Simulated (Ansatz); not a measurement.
Input and command of a calculation in Ansatz (plane waves; scalar-relativistic PAW potentials unless the input names others):

```yaml
crystal:
  lattice:
    - [0.0, -1.9913628294, -1.9913628294]
    - [-1.9913628294, 0.0, -1.9913628294]
    - [1.9913628294, 1.9913628294, -3.9827256588]
  atoms:
    - { symbol: Al, position: [0.4945638648, 0.4945638648, 0.5163084056] }
    - { symbol: Al, position: [0.0054361352, 0.0054361352, -0.0163084056] }
basis:
  ecutwfc: 420
kpoints:
  mp_grid: { grid: [24, 24, 24] }
hamiltonian:
  xc: pbe
  dispersion: d3bj
scf:
  occupations: { method: fixed }
  max_iter: 80
output:
  forces: true
  eigenvalues: true
  stress: true
```

```bash
ansatz run input.yaml --threads 2 --pin off --max-ram 5120MiB --backend cpu --events-out ev --progress --plain --runs-dir out
```

Abridged log:
```
Basis set: ecut = 420 eV, 633 PW (Γ), exchange–correlation on 40×40×72 points (8 copies of the dense FFT grid, shifted against one another)
Bands: 7, of which v1, the nominal top of the filled ones, is band 3 counted from 1 (2 counted from 0)
Symmetry: 12 space group operations
k-points: 1313 of 13824
SCF iter   1: F=—  HF=-1074.692177 eV  |F-HF|=—  |Δ(HF+E_count)|=         —  Δρ=4.26e-3  dr2=1.40e-2  ethr=1.77e-3  ⟨swp⟩=4.6  Hψ=64412  notcnv=0  defer=1255
SCF iter   2: F=—  HF=-1074.689634 eV  |F-HF|=—  |Δ(HF+E_count)|=   2.54e-3  Δρ=2.10e-3  dr2=3.51e-3  ethr=2.33e-4  ⟨swp⟩=1.6  Hψ=20643  notcnv=0  defer=2084
SCF iter   3: F=—  HF=-1074.688846 eV  |F-HF|=—  |Δ(HF+E_count)|=   7.88e-4  Δρ=1.07e-3  dr2=3.55e-4  ethr=5.85e-5  ⟨swp⟩=2.7  Hψ=13667  notcnv=0  defer=2622
SCF iter   4: F=—  HF=-1074.688821 eV  |F-HF|=—  |Δ(HF+E_count)|=   2.50e-5  Δρ=1.32e-4  dr2=4.92e-6  ethr=5.91e-6  ⟨swp⟩=1.0  Hψ=9221  notcnv=0  defer=826
SCF iter   5: F=—  HF=-1074.688871 eV  |F-HF|=—  |Δ(HF+E_count)|=   5.02e-5  Δρ=9.03e-6  dr2=2.20e-8  ethr=8.20e-8  ⟨swp⟩=1.0  Hψ=9201  notcnv=0  defer=94
SCF iter   6: F=-1074.688871 eV  HF=-1074.688871 eV  |F-HF|=1.02e-10  |Δ(HF+E_count)|=   1.12e-8  Δρ=8.47e-7  dr2=2.90e-10  ethr=3.67e-10  ⟨swp⟩=3.4  Hψ=51514  notcnv=0
SCF 1 converged in 6 iterations: F = -1074.688871 eV  dr2 = 2.90e-10
SCF converged after 6 iterations
Free energy (F): -1074.688871 eV
Harris-Foulkes:  -1074.688871 eV  (|F-HF|=1.02e-10)
Internal energy: -1074.688871 eV  (E = F + TS)
E sigma→0 (E₀):  -1074.688871 eV
Fermi energy:    12.243012 eV
  E_disp       = -0.703933  (pairwise vdW)
--- Forces (eV/Å), atoms counted from 1 ---
  atom   1  Al    -0.28431451    -0.28431451     0.28431451
  atom   2  Al     0.28431451     0.28431451    -0.28431451
--- Stress (GPa, compression-positive) ---
        3.228573       8.133720      -8.133720
        8.133720       3.228573      -8.133720
       -8.133720      -8.133720       3.228573
  P = ⅓ Tr σ = 3.2286 GPa (32.286 kbar)
```

**Question.** Find the fault.

**Answer.** The fault is fixed occupations on a metal: they fill the same number of bands at every k-point, while the true filling differs from point to point (scf.occupations: {"method": "gaussian", "width": 0.15} → {"method": "fixed"}, the first being the value of the sound run). Setting it back cures it. The run converged all the same, with an energy at zero smearing 468 meV/atom above the reference's, pressure 3.23 GPa, largest force 0.492 eV/Å, no gap on the mesh, so convergence alone doesn't show that an input is right. A reference run from the same start on usual settings converged with pressure 1.01 GPa, largest force 0.916 eV/Å, no gap on the mesh.

It took 13 s on 2 threads of Intel(R) Xeon(R) Processor @ 2.70GHz (shared host), peak memory 0.62 GiB.